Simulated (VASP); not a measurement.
COH2: relaxation of the atoms with PBE+D3(BJ)

The system is COH2, in a box.

```xyz
4
Lattice="12.4948 0.0000 0.0000 0.0000 12.9948 0.0000 0.0000 0.0000 13.4948" Properties=species:S:1:pos:R:3 pbc="T T T"
C     6.2476    6.5466    6.7475
O     6.5921    5.4207    6.9342
H     6.8642    7.4155    7.0333
H     5.2856    6.8067    6.2745
```

```
Program                   : VASP 6.6.1
Task                      : relaxation of the atoms
Functional                : PBE
Dispersion                : D3(BJ)
Potentials or basis       : VASP PAW PBE potentials, release 64 (C, O, H)
Cutoff                    : 400 eV
k mesh                    : 1 × 1 × 1
Occupations               : gaussian, width 0.01 eV
Spin                      : no spin polarisation
Atoms held fixed (from 0) : [0]
Further INCAR settings    : ALGO = Normal; EDIFF = 1e-06; ISYM = 0; IBRION = 2; EDIFFG = -0.03; NSW = 120
```

* Energy gained by relaxing: 7.8 meV/atom
* Ionic steps: 8
* Gap between the frontier levels: 3.52 eV
* Dispersion energy per atom: -0.007 eV

Step by step:
| step | energy change (eV) | largest force (eV/Å) | pressure (GPa) |
| --- | --- | --- | --- |
| 1 | 0.0000 | 1.9828 | 0.02 |
| 2 | 0.1648 | 4.7187 | -0.24 |
| 3 | -0.0269 | 0.2853 | -0.06 |
| 4 | -0.0303 | 0.2074 | -0.07 |
| 5 | -0.0304 | 0.1746 | -0.07 |
| 6 | -0.0309 | 0.1754 | -0.07 |
| 7 | -0.0311 | 0.1772 | -0.06 |
| 8 | -0.0313 | 0.0162 | -0.07 |

Final structure:
```yaml
crystal:
  lattice:
    - [12.49477, 0.00000, 0.00000]
    - [0.00000, 12.99477, 0.00000]
    - [0.00000, 0.00000, 13.49477]
  atoms:
    - { symbol: C, position: [0.50002, 0.50379, 0.50001] }
    - { symbol: O, position: [0.52809, 0.41552, 0.51412] }
    - { symbol: H, position: [0.55097, 0.57071, 0.52190] }
    - { symbol: H, position: [0.42174, 0.52279, 0.46439] }
```

Levels at points of the mesh, in eV from the valence-band top:
```csv
k point,band 3,band 4,band 5,band 6,band 7,band 8,band 9,band 10
"(0.00, 0.00, 0.00)",-5.84,-4.66,-3.78,0.00,3.52,5.75,6.50,6.66
```

Wall time 4.2 min on 1 thread of Intel(R) Xeon(R) 6975P-C (Granite Rapids) (shared host), peak memory 1.4 GiB.

Caveat: the cutoff is under 1.25 times the usual one of these potentials, so pressure, stress and relaxed cells hold a basis-set (Pulay) error; the standard files for N, O and F lose accuracy on very short bonds. As with any semilocal functional, this PBE gap is likely too small.
